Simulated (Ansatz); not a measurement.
Runs of Ansatz 0.2.0 on Te2Pt. It takes space group P-3m1 (No. 164, trigonal). The conventional cell has a = 4.018 Å, b = 4.018 Å, c = 5.212 Å, α = 90.00°, β = 90.00°, γ = 120.00°. Around Te (site symmetry 3m) lie 3 Pt at 2.66 Å. Pt (site symmetry -3m) has 6 Te at 2.66 Å as nearest neighbours. 

```csv
level,spin,U,gap on the mesh (eV),pressure (GPa),moment (μB),largest force (eV/Å)
PBEsol+U,"collinear, program default start",Pt d U = 8 eV,none,3.7,0.00,0.84
PBEsol+U,"collinear, ferromagnetic start",Pt d U = 8 eV,none,3.7,0.00,0.84
PBEsol+U,"collinear, antiferromagnetic start",Pt d U = 8 eV,none,3.7,0.00,0.84
PBE+U,off,Pt d U = 3 eV,none,(a),-,1.00
PBEsol+U,"collinear, ferrimagnetic start",Pt d U = 5 eV,none,3.4,0.00,0.77
```

Alike in all rows: task single point; potentials or basis Ansatz PAW; cell as given; k mesh 6 × 6 × 4; cutoff (eV) 420; smearing gaussian 0.05 eV.

**Question.** Estimate the missing entries.

**Answer.** (a) 7.8.

Caveats: the U is typed as a test and isn't derived for this compound; the magnetic or orbital state may not be the lowest (some runs); the PAW data sets come from PBE, with cores solved anew for the run's functional, which leaves a small shift of forces and pressure (some runs); the starting moments weren't kept (some runs); U without spin polarisation on a metal has little footing (some runs); forces of over 1 eV/Å show positions far from the minimum, so gaps and moduli don't describe the material at rest (some runs).

A k mesh can miss the band edges, and the runs leave out spin-orbit coupling on Pt, Te.

A gap of «none» marks a metal or a gap under the smearing width.
